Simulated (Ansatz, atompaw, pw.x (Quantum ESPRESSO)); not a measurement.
**What a changed setting does to a pw.x run (bcc Si)**

Potential: PAW, atompaw 4.2.0.5, LDA (PW92); core [Ne], reference 3s1.75 3p2.25; waves: 3s (bound): rc 2.40 bohr; 3s channel at 1.3 Ry: rc 2.40 bohr; 3p (bound): rc 2.40 bohr; 3p channel at 0.3 Ry: rc 2.40 bohr; 3d channel at 0.05 Ry: rc 2.40 bohr; 3d channel at 1.2 Ry: rc 2.40 bohr; local part: bessel scheme, radius 2.20 bohr; core correction: smooth core density matched at 2.35 bohr; augmentation: besselshape compensation charge, radius 2.15 bohr; PAW radius 2.40 bohr; waves and projectors: custom polynom2 7 10 vanderbiltortho.

The reference run (k-mesh 15³, cutoffs 40/400 Ry, Fermi–Dirac 0.01 Ry, mixing_beta 0.4, conv_thr 1e-9, no spin) gives 1.21 GPa at 14.087 Å³/atom, where all-electron LAPW gives 0.22 GPa. This run, with its own iteration cap, changes degauss to 0.02.

```
&control
  calculation='scf', prefix='x', pseudo_dir='./', outdir='./tmp', tstress=.true., disk_io='none'
/
&system
  ibrav=0, nat=1, ntyp=1, ecutwfc=40, ecutrho=400, nbnd=9,
  occupations='smearing', smearing='fd', degauss=0.02
/
&electrons
  conv_thr=1e-09, mixing_beta=0.4, electron_maxstep=70
/
ATOMIC_SPECIES
Si 1.0 Si.UPF
CELL_PARAMETERS angstrom
  -1.52143303 1.52143303 1.52143303
  1.52143303 -1.52143303 1.52143303
  1.52143303 1.52143303 -1.52143303
ATOMIC_POSITIONS crystal
Si 0.0000 0.0000 0.0000
K_POINTS automatic
15 15 15 0 0 0
```

```bash
pw.x < Si.scf.in > Si.scf.out
```

Problem. How does the run end?

Solution. It converges in 9 iterations; the free energy moves by -38.5 meV/atom and the pressure by +0.29 GPa. In a metal, with Fermi–Dirac smearing, F lies below its zero-width value by a term in the square of the width.

```
Message from routine setup:
     using ibrav=0 with symmetry is DISCOURAGED, use correct ibrav instead
     lattice parameter (alat)  =       4.9798  a.u.
     unit-cell volume          =      95.0638 (a.u.)^3
     number of electrons       =         4.00
     number of Kohn-Sham states=            9
     kinetic-energy cutoff     =      40.0000  Ry
     charge density cutoff     =     400.0000  Ry
     scf convergence threshold =      1.0E-09
     Exchange-correlation= SLA PW NOGX NOGC
     number of k points=   120  Fermi-Dirac smearing, width (Ry)=  0.0200
     iteration #  1     ecut=    40.00 Ry     beta= 0.40
     total energy              =     -44.61952456 Ry
     estimated scf accuracy    <       0.00194146 Ry
     iteration #  2     ecut=    40.00 Ry     beta= 0.40
     total energy              =     -44.61939405 Ry
     estimated scf accuracy    <       0.00059403 Ry
     iteration #  3     ecut=    40.00 Ry     beta= 0.40
     total energy              =     -44.61942265 Ry
     estimated scf accuracy    <       0.00000397 Ry
     iteration #  4     ecut=    40.00 Ry     beta= 0.40
     total energy              =     -44.61942466 Ry
     estimated scf accuracy    <       0.00000007 Ry
     iteration #  5     ecut=    40.00 Ry     beta= 0.40
     total energy              =     -44.61942472 Ry
     estimated scf accuracy    <       0.00000013 Ry
     iteration #  6     ecut=    40.00 Ry     beta= 0.40
     total energy              =     -44.61942472 Ry
     estimated scf accuracy    <       0.00000003 Ry
     iteration #  7     ecut=    40.00 Ry     beta= 0.40
     total energy              =     -44.61942472 Ry
     estimated scf accuracy    <       0.00000001 Ry
     iteration #  8     ecut=    40.00 Ry     beta= 0.40
     total energy              =     -44.61942472 Ry
     estimated scf accuracy    <          1.7E-09 Ry
     iteration #  9     ecut=    40.00 Ry     beta= 0.40
     the Fermi energy is    10.6868 ev
!    total energy              =     -44.61942472 Ry
     estimated scf accuracy    <          2.1E-10 Ry
     smearing contrib. (-TS)   =      -0.00767159 Ry
     The total energy is F=E-TS. E is the sum of the following terms:
     one-electron contribution =       5.23204313 Ry
     hartree contribution      =       0.02977946 Ry
     xc contribution           =      -2.47151610 Ry
     ewald contribution        =     -10.12623951 Ry
     one-center paw contrib.   =     -37.27582012 Ry
     convergence has been achieved in   9 iterations
          total   stress  (Ry/bohr**3)                   (kbar)     P=       14.97
     Message from routine punch:
     Nothing written, as per user request (disk_io='none')
```

The run took about 4.8 s on one core of a shared host (AMD EPYC 9R45 96-Core Processor, 96 threads, 376 GiB, load 9).
